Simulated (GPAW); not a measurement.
# PbS (Cmcm) in GPAW: notebook

Runs on PbS. Level: PBE. Tasks: single point.

Everything below comes from runs of GPAW 26.7.0. Logs are shortened: lines on timing, memory, paths and dates and some standing lists are left out, and cuts for length are marked. The log counts tension as positive stress, the text compression.

## Step 1: Starting point

It takes space group Cmcm (No. 63, orthorhombic). The conventional cell has a = 4.160 Å, b = 11.983 Å, c = 4.279 Å, α = 90.00°, β = 90.00°, γ = 90.00°. Pb (site symmetry m2m) is surrounded by 5 S at 2.69 to 2.99 Å. Around S (site symmetry m2m) lie 5 Pb at 2.69 to 2.99 Å.

Measurements of this composition are mostly on another form, of space group No. 225.

## Step 2: Single point, PBE

The input, run.py:

```python
from ase.dft.bandgap import bandgap
from ase.io import read, write
from ase.units import GPa
from gpaw import GPAW, PW

atoms = read('PbS.xyz')

calc = GPAW(mode=PW(600),
            xc='PBE',
            kpts={'size': (7, 7, 6), 'gamma': True},
            occupations={'name': 'methfessel-paxton', 'order': 0, 'width': 0.018000000000000002},
            nbands=33,
            convergence={'density': 1e-05, 'energy': 1e-05},
            maxiter=150,
            txt='gpaw.txt')
atoms.calc = calc
energy = atoms.get_potential_energy()
forces = atoms.get_forces()
stress = atoms.get_stress()
calc.write('gs.gpw')
write('result.traj', atoms)
print(f'Energy: {energy:.6f} eV')
print('Forces (eV/A):')
print(forces.round(4))
print('Stress (GPa):', (stress / GPa).round(3))
print('Fermi level:', round(calc.get_fermi_level(), 4), 'eV')
print(f'Gap: {bandgap(calc)[0]:.4f} eV, direct: {bandgap(calc, direct=True)[0]:.4f} eV')
```

The input, PbS.xyz:

```xyz
4
Lattice="2.0799526950 -5.9912968650 0.0000000000 2.0799526950 5.9912968650 0.0000000000 0.0000000000 0.0000000000 4.2793209400" Properties=species:S:1:pos:R:3 pbc="T T T"
Pb     2.0799526950      4.4268092859      1.0698302350
Pb     2.0799526950     -4.4268092859      3.2094907050
S      2.0799526950      1.7399074789      1.0698302350
S      2.0799526950     -1.7399074789      3.2094907050
```

Potentials or basis: GPAW PAW data sets (gpaw-data 1.2.1), pw.

The run is started by

```bash
> OMP_NUM_THREADS=1 python run.py
```

gpaw.txt:

```text
__  _  _
 | _ |_)|_||  |
 |__||  | ||/\| - 26.7.0

Input parameters:
  mode=PW(ecut=600.0),
  convergence={'density': 1e-05, 'energy': 1e-05},
  kpts=MonkhorstPack(size=(7, 7, 6), gamma=True),
  maxiter=150,
  nbands=33,
  occupations=Occupations(name='methfessel-paxton', order=0, width=0.018000000000000002),
  xc=XC(name='PBE')

Diagonalizing LCAO Hamiltonian
Converting LCAO to pw mode

             Pb
         S S
       Pb

Atoms  # Å, Bohr magnetons
|   | symbol |        x |         y |        z |    initial magnetic moments |
|---|--------|----------|-----------|----------|-----------------------------|
| 0 |     Pb | 2.079953 |  4.426809 | 1.069830 | ( 0.0000,  0.0000,  0.0000) |
| 1 |     Pb | 2.079953 | -4.426809 | 3.209491 | ( 0.0000,  0.0000,  0.0000) |
| 2 |      S | 2.079953 |  1.739907 | 1.069830 | ( 0.0000,  0.0000,  0.0000) |
| 3 |      S | 2.079953 | -1.739907 | 3.209491 | ( 0.0000,  0.0000,  0.0000) |

Unit cell  # Å
| periodic |        x |         y |        z |  lengths |     angles |
|----------|----------|-----------|----------|----------|------------|
|      yes | 2.079953 | -5.991297 | 0.000000 | 6.342069 |  90.000000 |
|      yes | 2.079953 |  5.991297 | 0.000000 | 6.342069 |  90.000000 |
|      yes | 0.000000 |  0.000000 | 4.279321 | 4.279321 | 141.709848 |

Number of symmetries: 4
Symmetry operations  # r_c * U_cc + t_c -> r_c
|   | kind |            matrix            |
|---|------|------------------------------|
| 0 |  E   |  1, 0, 0,  0, 1, 0,  0, 0, 1 |
| 1 |  C2  |  0, 1, 0,  1, 0, 0,  0, 0,-1 |
| 2 |  σ   |  0,-1, 0, -1, 0, 0,  0, 0, 1 |
| 3 |  i   | -1, 0, 0,  0,-1, 0,  0, 0,-1 |

BZ-sampling:
  Number of BZ points: 294
  Number of IBZ points: 88

  Monkhorst-Pack size: [7, 7, 6]
  Monkhorst-Pack shift: [0.0, 0.0, 0.08333333333333333]

K-points  # in reciprocal-cell coordinates
|     |                                coordinates |     weight |
|-----|--------------------------------------------|------------|
|   0 | (  0.00000000,   0.00000000,   0.00000000) | 0.00340136 |
|   1 | (  0.00000000,   0.00000000,   0.16666667) | 0.00680272 |
|   2 | (  0.00000000,   0.00000000,   0.33333333) | 0.00680272 |
|   3 | (  0.00000000,   0.00000000,   0.50000000) | 0.00340136 |
|   4 | (  0.14285714,  -0.14285714,  -0.33333333) | 0.00680272 |
|   5 | (  0.14285714,  -0.14285714,  -0.16666667) | 0.00680272 |
|   6 | (  0.14285714,  -0.14285714,   0.00000000) | 0.00680272 |
|   7 | (  0.14285714,  -0.14285714,   0.16666667) | 0.00680272 |
|   8 | (  0.14285714,  -0.14285714,   0.33333333) | 0.00680272 |
|   9 | (  0.14285714,  -0.14285714,   0.50000000) | 0.00680272 |
| ... |                                            |            |
|  87 | (  0.42857143,   0.42857143,   0.50000000) | 0.00680272 |

Plane wave coefficients: 3581
Cutoff: 600.0 eV

Spin-components: 1 (collinear spins)
Bands:           33
Projectors:      22
Spin-degeneracy: 2
Datatype:        complex128

Parallelization:
  kpt:    1
  domain: 1
  band:   1

Density:
  Valence electrons: 40.0
  Components: 1
  Grid points: [36 36 25]
  Charge: 0.0  # |e|

Potential:
  Grid points: [36 36 25]

species:
  Pb:
    name:    Lead
    Z:       82.0
    valence: 14
    core:    68
    charge:  0.0  # [|e|]
    compensation charges:
      type: gauss
      rc: 0.38  # [Å]
      lmax: 2
    cutoffs:
      filter: 2.36  # [Å]
      core: 2.43  # [Å]
    projectors
    | kind |    occ | energy [eV] | rcut [Å] |
    |------|--------|-------------|----------|
    |   6s |  2.000 |     -11.969 |    1.259 |
    |   6p |  2.000 |      -3.506 |    1.275 |
    |   5d | 10.000 |     -21.211 |    1.217 |
    |    s |        |      15.243 |    1.259 |
    |    p |        |      23.705 |    1.275 |
    |    d |        |       6.001 |    1.217 |

    Using partial waves for Pb as LCAO basis

  S:
    name:    Sulfur
    Z:       16.0
    valence: 6
    core:    10
    charge:  0.0  # [|e|]
    compensation charges:
      type: gauss
      rc: 0.24  # [Å]
      lmax: 2
    cutoffs:
      filter: 1.77  # [Å]
      core: 1.66  # [Å]
    projectors
    | kind |    occ | energy [eV] | rcut [Å] |
    |------|--------|-------------|----------|
    |   3s |  2.000 |     -17.254 |    0.974 |
    |   3p |  4.000 |      -7.008 |    0.979 |
    |    s |        |       9.957 |    0.974 |
    |    p |        |      20.203 |    0.979 |
    |    d |        |       0.000 |    0.900 |

    Using partial waves for S as LCAO basis

Reference energy: -1156264.166523  # eV

eigensolver:
  PPCG
  Converge bands: occupied
  niter=2

density mixing:
  MSR1-Mixer
  Pratt-step length: 0.05
  Maximum mixing coefficient: 0.75
  Old densities: 10
  SVD Regularization: 0.005
  Good broyden scale: 1.0
  Trust region scale: 1.0
  Backstep threshold: 4.0
  History deletion threshold: 6.0
  Fourier metric: weight=20.0, sigma=0.015

occupation numbers:
  Methfessel-Paxton:
    width: 0.0180  # eV
    order: 0

poisson solver:
  ecut: 4800.0  # eV

xc functional:
  name: PBE with 2 nearest neighbor stencil

convergence criteria:
- Maximum integral of absolute [dens]ity change: 1e-05 electrons / valence electron
- Maximum [total energy] change in last 3 cyles: 1e-05 eV / valence electron
- Maximum integral of absolute [eigenst]ate change: 4e-08 eV^2 / valence electron
maximum number of iterations: 150

SCF iterations
|iter     | |      energy | eigst |  dens |
|---------|-|-------------|-------|-------|
|iter:   1| |  -18.737824 | -0.03 |       |
|iter:   2| |  -18.514752 | -1.69 | -1.15 |
|iter:   3| |  -17.824067 | -1.49 | -1.20 |
|iter:   4| |  -17.824072 | -2.61 | -1.77 |
|iter:   5| |  -17.823504 | -3.30 | -2.12 |
|iter:   6| |  -17.823590 | -4.11 | -2.46 |
|iter:   7| |  -17.823631c| -5.45 | -3.28 |
|iter:   8| |  -17.823635c| -6.53 | -3.85 |
|iter:   9| |  -17.823635c| -7.61c| -4.48 |
|iter:  10| |  -17.823635c| -8.00c| -5.06c|

Converged in 10 steps
Energy contributions relative to reference atoms: (reference = -1156264.166523)

Energy contributions:
  Kinetic:          33.426631
  Coulomb:         -34.441807
  Zero:              0.088967
  External:          0.000000
  Xc:              -16.897426
  Entropy:           0.000000
  Spinorbit:         0.000000
  ----------------------------
  Free energy:     -17.823635
  Extrapolated:    -17.823635

dipole moment: (0.000007, -0.000000, 0.000007)  # |e|*Ang

Fermi level: 5.798
Eigenvalues  # (at kpt = [0.000, 0.000, 0.000])
| band index |      eig [eV] | occ [0-2] |
|------------|---------------|-----------|
|          0 |       -11.061 |     2.000 |
|        ... |               |           |
|         12 |        -1.395 |     2.000 |
|         13 |        -0.464 |     2.000 |
|         14 |         1.130 |     2.000 |
|         15 |         2.389 |     2.000 |
|         16 |         2.943 |     2.000 |
|         17 |         3.673 |     2.000 |
|         18 |         3.846 |     2.000 |
|         19 |         4.838 |     2.000 |
|         20 |         9.980 |     0.000 |
|         21 |        10.048 |     0.000 |
|         22 |        10.187 |     0.000 |
|         23 |        10.890 |     0.000 |
|         24 |        11.109 |     0.000 |
|         25 |        11.127 |     0.000 |
|         26 |        11.400 |     0.000 |
|         27 |        12.295 |     0.000 |
|        ... |               |           |
|         32 |        15.643 |     0.000 |

Gap: 1.223 eV
Transition (v -> c):
  (s=0, k=52, n=19, [0.43, -0.43, 0.33]) -> (s=0, k=84, n=20, [0.43, 0.43, 0.00])
Direct/indirect transitions are different
Direct gap: 1.402 eV
Transition at: (s=0, k=40, n=19, [0.29, 0.14, 0.00])

Forces  # eV/Ang
|       x |        y |        z |
|---------|----------|----------|
| 0.00000 |  0.05203 |  0.00009 |  # Pb   0
| 0.00000 | -0.05203 | -0.00009 |  # Pb   1
| 0.00000 | -0.06904 |  0.00002 |  # S    2
| 0.00000 |  0.06904 | -0.00002 |  # S    3

Stress tensor  # eV/Ang^3
|         x |         y |         z |
|-----------|-----------|-----------|
| -0.004887 |  0.000000 |  0.000000 |
|  0.000000 | -0.006589 |  0.000000 |
|  0.000000 |  0.000000 | -0.004093 |

# Writing to gs.gpw (mode='')
```

It took 3.9 min on 1 thread of Arm Neoverse V1, shared host; peak memory 0.41 GiB.

Results:

```yaml
Free_energy: -17.8236 eV
Pressure: 0.8 GPa
Largest_force: 0.069 eV/Å
Band_gap_on_the_k_mesh: 1.22 eV, indirect (least direct gap 1.40 eV)
```

Forces in eV/Å, atoms in the order of the input:
```
Pb   0.000  0.052  0.000
Pb   0.000 -0.052  0.000
S    0.000 -0.069  0.000
S    0.000  0.069  0.000
```

Stress tensor (GPa, compression positive):
```
0.78 0.00 0.00
0.00 1.06 0.00
0.00 0.00 0.66
```

Caveat: spin-orbit coupling is left out, which as a rule narrows the gap of such compounds by several tenths of an eV; an odd mesh through Γ misses points on the zone boundary, where band edges often lie; the program warned that so skewed a cell can give wrong results.

## Step 3: Single point, PBE

run.py, as its differences from that of step 2:

```diff
@@ -5,3 +5,3 @@
 
-atoms = read('PbS.xyz')
+atoms = read('POSCAR')
 
@@ -10,3 +10,3 @@
             kpts={'size': (7, 7, 6), 'gamma': True},
-            occupations={'name': 'methfessel-paxton', 'order': 0, 'width': 0.018000000000000002},
+            occupations={'name': 'methfessel-paxton', 'order': 0, 'width': 0.026000000000000002},
             nbands=33,
```

The input, POSCAR:

```
PbS
1.0
    2.0799526950     -5.9912968650      0.0000000000
    2.0799526950      5.9912968650      0.0000000000
    0.0000000000      0.0000000000      4.2793209400
Pb S
2 2
Direct
    0.1305633500      0.8694366500      0.2500000000
    0.8694366500      0.1305633500      0.7500000000
    0.3547970900      0.6452029100      0.2500000000
    0.6452029100      0.3547970900      0.7500000000
```

Potentials or basis: GPAW PAW data sets (gpaw-data 1.2.1), pw.

The run is started by

```bash
> OMP_NUM_THREADS=1 python run.py
```

Run time: 3.9 min. Hardware: 1 thread of Arm Neoverse V1, shared host; peak memory 0.41 GiB.

It converged, with:

```
Free energy            : -17.8236 eV
Pressure               : 0.8 GPa
Largest force          : 0.069 eV/Å
Band gap on the k mesh : 1.22 eV, indirect (least direct gap 1.40 eV)
```

Forces on the atoms (eV/Å):
```
Pb   0.000  0.052  0.000
Pb   0.000 -0.052  0.000
S    0.000 -0.069  0.000
S    0.000  0.069  0.000
```

Stress tensor (GPa, compression positive):
```
0.78 0.00 0.00
0.00 1.06 0.00
0.00 0.00 0.66
```

Levels at points of the mesh, in eV from the valence-band top:
```
           k point  band 16  band 17  band 18  band 19  band 20  band 21  band 22  band 23  band 24  band 25
(0.00, 0.00, 0.00)    -2.89    -2.34    -1.61    -1.43    -0.44     4.70     4.77     4.91     5.61     5.83
(0.00, 0.00, 0.50)    -2.68    -1.07    -1.07    -0.05    -0.05     1.86     1.86     2.81     2.81     5.03
```

Caveat: spin-orbit coupling is left out, which as a rule narrows the gap of such compounds by several tenths of an eV; an odd mesh through Γ misses points on the zone boundary, where band edges often lie; the program warned that so skewed a cell can give wrong results.
